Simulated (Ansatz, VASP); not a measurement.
## BP: VASP beside Ansatz

The input INCAR:

```
PREC = Accurate
ENCUT = 520
EDIFF = 1E-7
ISMEAR = -1
SIGMA = 0.05
LREAL = F
LASPH = T
NELM = 80
ALGO = Normal
ISIF = 2
LWAVE = F
LCHARG = F
GGA = PE
NBANDS = 11
```

File KPOINTS:

```
Automatic mesh
0
Gamma
  10 10 10
```

POSCAR

```
BP
1.0
    0.0000000000      2.2226808807      2.2226808807
    2.2226808807      0.0000000000      2.2226808807
    2.2226808807      2.2226808807      0.0000000000
P B
1 1
Direct
    0.7500000000      0.7500000000      0.7500000000
    0.0000000000      0.0000000000      0.0000000000
```

input.yaml

```yaml
crystal:
  lattice:
    - [0.0, 2.2226808807, 2.2226808807]
    - [2.2226808807, 0.0, 2.2226808807]
    - [2.2226808807, 2.2226808807, 0.0]
  atoms:
    - { symbol: P, position: [0.75, 0.75, 0.75] }
    - { symbol: B, position: [0.0, 0.0, 0.0] }
hamiltonian:
  xc: pbe
  pseudopotentials: { kind: paw, azcp: { folder: soft_1 } }
kpoints:
  mp_grid: { grid: [10, 10, 10] }
scf:
  occupations: { method: fermi_dirac, width: 0.05 }
output:
  forces: true
  stress: true
  eigenvalues: true
```

Alike in both runs: task single point; functional PBE; k mesh 10 × 10 × 10; occupations fermi-dirac, width 0.05 eV; no spin polarisation.

|  | VASP | Ansatz |
| --- | --- | --- |
| version | VASP 6.6.1 | Ansatz 0.2.0 |
| potentials or method | VASP PAW PBE potentials, release 64 (P, B) | Ansatz PAW soft_1 |
| plane-wave cutoff (eV) | 520 | 420 |
| valence electrons in the cell | 8 | 8 |

|  | VASP | Ansatz | Ansatz less VASP |
| --- | --- | --- | --- |
| gap on the k mesh at the Fermi level (eV) | 1.15 | 1.16 | +0.004 |
| least direct gap on the mesh (eV) | 3.50 | 3.50 | +0.004 |
| pressure (GPa) | 12.4 | 12.7 | +0.28 |

A k mesh can miss the band edges. PBE gaps usually lie below the measured ones, often by a third to a half.
